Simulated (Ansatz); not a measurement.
## FeO (Wuestite) under changes of volume

One of the cells (10.013 Å³/atom); the others are scaled copies at fixed shape and fractional positions:

```
CELL_PARAMETERS angstrom
0.00000 2.15540 2.15540
2.15540 0.00000 2.15540
2.15540 2.15540 0.00000
ATOMIC_POSITIONS crystal
Fe 0.00000 0.00000 0.00000
O 0.50000 0.50000 0.50000
```

* Program: Ansatz 0.2.0
* Functional: LDA
* Potentials or basis: Ansatz PAW
* Cutoff: 420 eV (not typed: the program's choice for these potentials)
* k mesh: 11 × 11 × 11
* Occupations: fermi-dirac, width 0.05 eV
* Spin: collinear spin, ferromagnetic start
* Starting moments: [3.0, 0.0] μB

| volume (Å³/atom) | energy over the lowest point (meV/atom) | pressure (GPa) | moment (μB per cell) |
| --- | --- | --- | --- |
| 9.413 | 0.00 | -4.9 | 3.96 |
| 9.613 | 8.14 | -8.7 | 3.99 |
| 9.813 | 21.19 | -12.3 | 4.00 |
| 10.013 | 38.74 | -15.6 | 4.00 |
| 10.214 | 60.14 | -18.5 | 4.00 |
| 10.414 | 85.05 | -21.2 | 4.00 |
| 10.614 | ? | ? | ? |

Question: What does the run at 10.614 Å³/atom give?

Answer: Energy over the lowest point 113.17 meV/atom; pressure -23.5 GPa; moment 4.00 μB per cell.

Worked out: A Birch-Murnaghan fit of order 3 (a polynomial in V^(-2/3)) to the other rows has its minimum at 9.23 Å³/atom, just outside them, with B0 = V·E''(V) = 229 GPa and B' = 4.5. It gives 112.98 meV/atom at 10.614 Å³/atom, against the run's 113.17, and -dE/dV = -23.5 GPa, against -23.5. A parabola through the other rows of the moment, of slope -0.0858 μB per Å³/atom there, extrapolates to 3.98 μB, against the run's 4.00.

Energies are extrapolated to zero smearing.

Caveats: a cell with one magnetic atom can't hold antiferromagnetic order, which such compounds often take; the PAW data sets come from PBE, with cores solved anew for the run's functional, which leaves a small shift of forces and pressure.
